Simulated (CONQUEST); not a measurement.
# PbS (Cmcm) in CONQUEST: notebook

Runs on PbS. Level: PBE. Tasks: single point.

Everything below comes from runs of CONQUEST 1.3. Logs are shortened: lines on timing, memory, paths and dates and some standing lists are left out, and cuts for length are marked.

### Step 1. The structure

It takes space group Cmcm (No. 63, orthorhombic). The conventional cell has a = 4.160 Å, b = 11.983 Å, c = 4.279 Å, α = 90.00°, β = 90.00°, γ = 90.00°. Pb (site symmetry m2m) is surrounded by 5 S at 2.69 to 2.99 Å. S (site symmetry m2m) is surrounded by 5 Pb at 2.69 to 2.99 Å.

Measurements of this composition are mostly on another form, of space group No. 225.

### Step 2. Single point, PBE

Conquest_input reads:

```
IO.Title PbS
IO.Coordinates coords.dat
IO.FractionalAtomicCoords T
IO.Iprint 2
IO.Iprint_init 1
General.NumberOfSpecies 2
General.PseudopotentialType hamann
AtomMove.TypeOfRun static
AtomMove.FullStress T
Grid.GridCutoff 120
DM.SolutionMethod diagon
Diag.MPMesh T
Diag.GammaCentred T
Diag.MPMeshX 7
Diag.MPMeshY 6
Diag.MPMeshZ 3
Diag.kT 0.00183747
minE.SCTolerance 1e-6
SC.MaxIters 100
IO.AtomChargeOutput T
%block ChemicalSpeciesLabel
1 207.200 Pb
2 32.070 S
%endblock
```

coords.dat reads:

```
    7.8610818915     0.0000000000     0.0000000000
    0.0000000000     8.0867445760     0.0000000000
    0.0000000000     0.0000000000    22.6438204124
8
  0.0000000000   0.2500000000   0.1305633500 1 T T T
  0.5000000000   0.2500000000   0.6305633500 1 T T T
  0.0000000000   0.7500000000   0.8694366500 1 T T T
  0.5000000000   0.7500000000   0.3694366500 1 T T T
  0.0000000000   0.2500000000   0.3547970900 2 T T T
  0.5000000000   0.2500000000   0.8547970900 2 T T T
  0.0000000000   0.7500000000   0.6452029100 2 T T T
  0.5000000000   0.7500000000   0.1452029100 2 T T T
```

Potentials or basis: PseudoDojo NC PBE, DZP, grid cutoff 120 Ha.

On the command line:

```bash
$ Conquest
```

The log of the run:

```text
Simulation cell dimensions:     7.8611 a0 x     8.0867 a0 x    22.6438 a0

      Atomic coordinates (a0)
         Atom         X         Y         Z  Species
            1    0.0000    2.0217    2.9565        1
            2    3.9305    2.0217   14.2784        1
            3    0.0000    6.0651   19.6874        1
            4    3.9305    6.0651    8.3655        1
            5    0.0000    2.0217    8.0340        2
            6    3.9305    2.0217   19.3559        2
            7    0.0000    6.0651   14.6099        2
            8    3.9305    6.0651    3.2879        2

         Monkhorst-Pack mesh:   7 x   6 x   3 gamma-centred
        This calculation includes non-local pseudopotentials,
         with a maximum core radius of      7.54117217

    Job title: PbS
    Job to be run: static calculation

[... 5 lines left out ...]
      Using Fermi-Dirac smearing

    Integration grid size:     40 x   40 x  120

    Integration grid spacing:  0.197 a0 x 0.202 a0 x 0.189 a0

    Number of species:  2
    --------------------------------------------------------
    |   #  mass (au)  Charge (e)  SF Rad (a0)  NSF  Label  |
    --------------------------------------------------------
    |   1    207.200      14.000        7.885   18  Pb     |
    |   2     32.070       6.000        6.469   13  S      |
    --------------------------------------------------------
          SCF tolerance:                 0.00000100
          SCF iterations:               100

    The functional used will be GGA PBE96

           radial cut-off to be used is taken to be max PAO cut-off radius for this species:    7.541172

           greatest ang. mom. for making density from PAOs:  2

           radial cut-off to be used is taken to be max PAO cut-off radius for this species:    6.083497

           greatest ang. mom. for making density from PAOs:  2
    Minimum blocs/proc is     3000. Maximum blocs/proc is     3000
    set_atom_dens: In set_atomic_density, electrons :      80.000000000000
 matrix_size & matrix_size_padH =          124         124

    Screened ion int: energy:    -246.036519239836 Ha

    new_SC_potl: Starting.  Tolerance:  0.10000E-05

    PulayMixSC: Starting Pulay mixing, A_up =  0.500 A_dn =  0.500
    PulayMixSC: Spin non-polarised calculation.
          Harris-Foulkes Energy            :      -325.837520265949195 Ha
          (TS=0 as O(N) or entropic contribution is negligible)
          DFT Total Energy                 :      -325.620465611533859 Ha
          Total number of electrons        :        79.999999999997470
    PulayMixSC: Pulay iteration     1 residual:              0.18305E-02
          Harris-Foulkes Energy            :      -325.762927631359958 Ha
          GroundState Energy (E-(1/2)TS)   :      -325.762927768106238 Ha
          Free Energy (E-TS)               :      -325.762927904852461 Ha
          DFT Total Energy                 :      -325.732149876000108 Ha
          Total number of electrons        :        80.000046922674869
    PulayMixSC: Pulay iteration     2 residual:              0.92992E-03
          Harris-Foulkes Energy            :      -325.752434157513562 Ha
          (TS=0 as O(N) or entropic contribution is negligible)
          DFT Total Energy                 :      -325.752052414735431 Ha
          Total number of electrons        :        80.000069908455259
    PulayMixSC: Pulay iteration     3 residual:              0.27150E-03
          Harris-Foulkes Energy            :      -325.752475102650010 Ha
          (TS=0 as O(N) or entropic contribution is negligible)
          DFT Total Energy                 :      -325.751784017128159 Ha
          Total number of electrons        :        80.000099328347844
    PulayMixSC: Pulay iteration     4 residual:              0.10677E-03
          Harris-Foulkes Energy            :      -325.752272217361792 Ha
          (TS=0 as O(N) or entropic contribution is negligible)
          DFT Total Energy                 :      -325.752248186215525 Ha
          Total number of electrons        :        80.000104617658380
    PulayMixSC: Pulay iteration     5 residual:              0.20324E-04
          Harris-Foulkes Energy            :      -325.752264244249432 Ha
          (TS=0 as O(N) or entropic contribution is negligible)
          DFT Total Energy                 :      -325.752263661203870 Ha
          Total number of electrons        :        80.000105710808967
    PulayMixSC: Pulay iteration     6 residual:              0.46751E-05
          Harris-Foulkes Energy            :      -325.752264122139820 Ha
          (TS=0 as O(N) or entropic contribution is negligible)
          DFT Total Energy                 :      -325.752264116907668 Ha
          Total number of electrons        :        80.000105865794225
    PulayMixSC: Pulay iteration     7 residual:              0.15032E-05
          Harris-Foulkes Energy            :      -325.752264130697029 Ha
          (TS=0 as O(N) or entropic contribution is negligible)
          DFT Total Energy                 :      -325.752264130416222 Ha
          Total number of electrons        :        80.000105856400523
    PulayMixSC: Pulay iteration     8 residual:              0.53964E-06
    PulayMixSC: Reached SCF tolerance of  0.53964E-06 after      8 iterations
      | Number of electrons      =        80.000106
      |* band energy as 2Tr[K.H] =       -46.011076148521596 Ha
      |  screened ion-ion energy =      -246.036519239836082 Ha
      |  Ha correction           =         1.403775195238549 Ha
      |  XC correction           =       -35.108458874363727 Ha
      |* Harris-Foulkes energy   =      -325.752264130697029 Ha
      |* DFT total energy        =      -325.752264130416222 Ha
      |  estimated accuracy      =        -0.000000000280806 Ha

    force: Forces on atoms (Ha/a0)
    force:  Atom   X              Y              Z
    force:     1   0.0000000000   0.0000000000  -0.0040178897
    force:     2   0.0000000000   0.0000000000  -0.0040178897
    force:     3   0.0000000000  -0.0000000000   0.0040178897
    force:     4   0.0000000000   0.0000000000   0.0040178897
    force:     5   0.0000000000   0.0000000000   0.0051220765
    force:     6  -0.0000000000   0.0000000000   0.0051220765
    force:     7  -0.0000000000  -0.0000000000  -0.0051220765
    force:     8  -0.0000000000  -0.0000000000  -0.0051220765

    force: Maximum force :        0.00512208(Ha/a0) on atom         7 in z direction
    force: Force Residual:        0.00460321 Ha/a0
    force: Total stress:         -1.59627959     0.00000000     0.00000000 GPa
                             0.00000000    -1.73378751     0.00000000
                             0.00000000     0.00000000    -2.57219668
    force: Average pressure:      1.96742126 GPa

    force: Finished force
    get_E_and_F: Change in energy during last step of electronic optimisation: -0.85572E-08

    BIBLIOGRAPHY: Please consider citing the following references in the conquest.bib file

    CONQUEST:         Bowler2002pt, Miyazaki2004, Nakata2020
    Basis:            Bowler2019
    DM:               Bowler:2006xr
    Pseudopotentials: Hamann2013, Bowler2019
    XC functional:    Perdew1996
```

Wall time 74 s (1 thread of Intel Xeon Platinum 8375C at 2.90GHz (Ice Lake), shared host); peak memory 1.1 GiB.

What came out:

```
Free energy            : -8864.1707 eV
Pressure               : 2.0 GPa
Largest force          : 0.263 eV/Å
Band gap on the k mesh : 1.19 eV
Mulliken charges       : Pb +0.62; S -0.62 e
```

Forces in eV/Å, atoms in the order of the input:
```
Pb   0.000  0.000 -0.207
Pb   0.000  0.000 -0.207
Pb   0.000  0.000  0.207
Pb   0.000  0.000  0.207
S    0.000  0.000  0.263
S    0.000  0.000  0.263
S    0.000  0.000 -0.263
S    0.000  0.000 -0.263
```

Caveat: Mulliken charges move with the basis; spin-orbit coupling is left out, which as a rule narrows the gap of such compounds by several tenths of an eV; an odd mesh through Γ misses points on the zone boundary, where band edges often lie; this functional lacks dispersion, which binds the layers, so the pressure and a relaxed spacing across them are unreliable; the basis of atomic orbitals isn't converged, which shifts pressures, moduli and gaps.

### Step 3. Single point, PBE

Conquest_input is that of step 2.

coords.dat is that of step 2.

Potentials or basis: PseudoDojo NC PBE, DZ, grid cutoff 120 Ha.

On the command line:

```bash
$ Conquest
```

Wall time 39 s (1 thread of Intel Xeon Platinum 8375C at 2.90GHz (Ice Lake), shared host); peak memory 0.77 GiB.

The run converged. Its results:

| Property | Result |
| --- | --- |
| Free energy | -8862.3497 eV |
| Pressure | 4.0 GPa |
| Largest force | 0.893 eV/Å |
| Band gap on the k mesh | 1.34 eV |
| Mulliken charges | Pb +0.65; S -0.65 e |

Forces on the atoms (eV/Å):
```
Pb   0.000  0.000 -0.893
Pb   0.000  0.000 -0.893
Pb   0.000  0.000  0.893
Pb   0.000  0.000  0.893
S    0.000  0.000  0.512
S    0.000  0.000  0.512
S    0.000  0.000 -0.512
S    0.000  0.000 -0.512
```

Stress tensor (GPa, compression positive):
```
2.82 0.00 0.00
0.00 3.30 0.00
0.00 0.00 5.75
```

Levels at points of the mesh, in eV from the valence-band top:
| k point | band 36 | band 37 | band 38 | band 39 | band 40 | band 41 | band 42 | band 43 | band 44 | band 45 |
| --- | --- | --- | --- | --- | --- | --- | --- | --- | --- | --- |
| (0.00, 0.00, 0.00) | -1.60 | -1.43 | -1.26 | -0.34 | -0.31 | 1.33 | 4.66 | 4.96 | 5.11 | 5.50 |
| (0.00, 0.50, 0.00) | -1.10 | -0.36 | -0.36 | -0.06 | -0.06 | 1.82 | 1.82 | 2.13 | 2.13 | 3.23 |

Caveat: the atomic basis is small; Mulliken charges move with the basis; the box holds several primitive cells, so bands are folded and the points are those of the box's own zone; spin-orbit coupling is left out, which as a rule narrows the gap of such compounds by several tenths of an eV; an odd mesh through Γ misses points on the zone boundary, where band edges often lie; this functional lacks dispersion, which binds the layers, so the pressure and a relaxed spacing across them are unreliable; the basis of atomic orbitals isn't converged, which shifts pressures, moduli and gaps.

### Step 4. Single point, PBE

Conquest_input is that of step 3.

coords.dat is that of step 3.

Potentials or basis: PseudoDojo NC PBE, SZP, grid cutoff 120 Ha.

On the command line:

```bash
$ Conquest
```

Run time: 47 s. Hardware: 1 thread of Intel Xeon Platinum 8375C at 2.90GHz (Ice Lake), shared host; peak memory 0.83 GiB.

Results (log left out):

* Free energy: -8863.6269 eV
* Pressure: 2.7 GPa
* Largest force: 0.451 eV/Å
* Band gap on the k mesh: 1.13 eV
* Mulliken charges: Pb +0.43; S -0.43 e

Forces in eV/Å, atoms in the order of the input:
```
Pb   0.000  0.000 -0.375
Pb   0.000  0.000 -0.375
Pb   0.000  0.000  0.375
Pb   0.000  0.000  0.375
S    0.000  0.000  0.451
S    0.000  0.000  0.451
S    0.000  0.000 -0.451
S    0.000  0.000 -0.451
```

Stress tensor (GPa, compression positive):
```
1.92 0.00 0.00
0.00 2.11 0.00
0.00 0.00 3.93
```

Levels at points of the mesh, in eV from the valence-band top:
```tsv
k point	band 37	band 38	band 39	band 40	band 41	band 42	band 43	band 44
(0.00, 0.00, 0.00)	-1.40	-1.22	-0.40	-0.31	1.13	4.67	4.80	4.84
(0.00, 0.50, 0.00)	-0.41	-0.41	-0.10	-0.10	1.82	1.82	2.01	2.01
```

Caveat: the atomic basis is small; Mulliken charges move with the basis; the box holds several primitive cells, so bands are folded and the points are those of the box's own zone; spin-orbit coupling is left out, which as a rule narrows the gap of such compounds by several tenths of an eV; an odd mesh through Γ misses points on the zone boundary, where band edges often lie; this functional lacks dispersion, which binds the layers, so the pressure and a relaxed spacing across them are unreliable; the basis of atomic orbitals isn't converged, which shifts pressures, moduli and gaps.

[end of part 1 of 2]
